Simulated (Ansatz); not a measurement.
SrO, 2 atoms in the cell. It takes space group Fm-3m (No. 225, cubic). Conventional cell: a = 5.133 Å, b = 5.133 Å, c = 5.133 Å, α = 90.00°, β = 90.00°, γ = 90.00°. Around Sr (site symmetry m-3m) lie 6 O at 2.57 Å. Around O (site symmetry m-3m) lie 6 Sr at 2.57 Å. 

```yaml
Program: Ansatz 0.2.0
Task: single point
Functional: revPBE
Dispersion: D3(BJ)
Potentials_or_basis: PseudoDojo standard (PBE files)
Cutoff: "1143 eV (not typed: the program's choice for these potentials)"
k_mesh: 9 × 9 × 9
Occupations: tetrahedron
Spin: spin-orbit coupling, no magnetisation
```

Potentials or basis: PseudoDojo standard (PBE files).

The run is started by

```bash
$ ansatz run input.yaml --threads 1 --pin off --max-ram 2560MiB --backend cpu --events-out ev --progress --plain --runs-dir out
```

Hardware: 1 thread of Arm Neoverse N1 (shared host).

How long does it take, and how much memory?

Wall time 22 s on 1 thread of Arm Neoverse N1, with other jobs on the host, peak memory 0.5 GiB. Counts: scf iterations 8, plane waves 2975, k points 35, bands 24.
